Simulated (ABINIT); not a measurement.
Wanted: the native input for an ABINIT 10.8.3 (patched build) run.

```yaml
Task: band structure
Functional: PBE
Potentials_or_basis: PseudoDojo NC SR PBE v0.5 standard
Cutoff: 1170 eV
k_mesh: 6 × 6 × 4
Occupations: fermi-dirac, width 0.05 eV
Spin: no spin polarisation
```

Crystal: ZrSe2.

```
Zr Se
1.0
     3.79800    0.00000    0.00000
    -1.89900    3.28916    0.00000
     0.00000    0.00000    6.19200
Zr Se
1 2
Direct
  0.00000 0.00000 0.00000
  0.66667 0.33333 0.75000
  0.33333 0.66667 0.25000
```

The input as run:

run.abi

```
ndtset 2

pp_dirpath "./"
pseudos "Zr.upf, Se.upf"

acell 3.798 3.798 6.192 Angstrom
rprim
     1.0000000000     0.0000000000     0.0000000000
    -0.5000000000     0.8660254038     0.0000000000
     0.0000000000     0.0000000000     1.0000000000
ntypat 2
znucl 40 34
natom 3
typat 1 2 2
xred
     0.0000000000     0.0000000000     0.0000000000
     0.6666666667     0.3333333333     0.7500000000
     0.3333333333     0.6666666667     0.2500000000

ecut 43.0

ixc 11

occopt 3
tsmear 0.05 eV

nstep 100

iomode 3
prtwf 0
prteig 0
prtebands 0
enunit 1
prtden1 1

kptopt1 1
ngkpt1 6 6 4
nshiftk1 1
shiftk1 0.0 0.0 0.0
nband1 27
tolvrs1 1.0e-10

iscf2 -2
getden2 1
nband2 33
nbdbuf2 4
tolwfr2 1.0e-11
kptopt2 -7
ndivsm2 5
prteig2 1
prtvol2 -3
kptbounds2
     0.0000000000     0.0000000000     0.0000000000
     0.5000000000     0.0000000000     0.0000000000
     0.3333333333     0.3333333333     0.0000000000
     0.0000000000     0.0000000000     0.0000000000
     0.0000000000     0.0000000000     0.5000000000
     0.5000000000     0.0000000000     0.5000000000
     0.3333333333     0.3333333333     0.5000000000
     0.0000000000     0.0000000000     0.5000000000
```

Potentials or basis: PseudoDojo NC SR PBE v0.5 standard.

The run is started by

```sh
$ abinit run.abi > log 2>&1
```

It gave:

```yaml
Pressure: 2.0 GPa
Largest_force: 0.278 eV/Å
Band_gap_on_the_k_mesh: 0.36 eV, indirect (least direct gap 1.04 eV)
Band_gap_along_the_path: 0.36 eV, indirect (least direct gap 1.04 eV)
Valence_electrons_inside_the_program's_atomic_spheres: Zr 8.31; Se 13.28
```

Caveat: this functional lacks dispersion, which binds the layers, so the pressure and a relaxed spacing across them are unreliable.

Wall time 8.1 min on 1 thread of Arm Neoverse V2, on a shared host, peak memory 0.27 GiB.
